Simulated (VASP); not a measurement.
Here is a VASP 6.6.1 calculation.

The input INCAR:

```
PREC = Accurate
ENCUT = 520
EDIFF = 1E-7
ISMEAR = 0
SIGMA = 0.1
LREAL = F
LASPH = T
NELM = 80
ALGO = Normal
ISIF = 2
LWAVE = F
LCHARG = T
GGA = PE
LELF = T
LVHAR = T
NBANDS = 19
```

KPOINTS

```
regular mesh
0
Gamma
  10 10 6
```

File POSCAR:

```
Ti
1.0
    2.9500000000      0.0000000000      0.0000000000
   -1.4750000000      2.5547749412      0.0000000000
    0.0000000000      0.0000000000      4.6800000000
Ti
2
Cartesian
    1.4750000001      0.8515916470      3.5100000000
   -0.0000000001      1.7031832942      1.1700000000
```

Potentials or basis: VASP PAW PBE potentials, release 64 (Ti_sv).

Command:

```sh
$ cat potpaw_PBE.64/Ti_sv/POTCAR > POTCAR
$ mpirun -np 1 vasp_std > vasp.out
```

**Question.** Estimate the pressure.

**Answer.** -1.7 GPa.

**Question.** Estimate the band gap on the k mesh.

**Answer.** None (metal or under the smearing width).

Stress tensor (GPa, compression positive):
```
-1.59  0.00  0.00
 0.00 -1.59  0.00
 0.00  0.00 -1.98
```
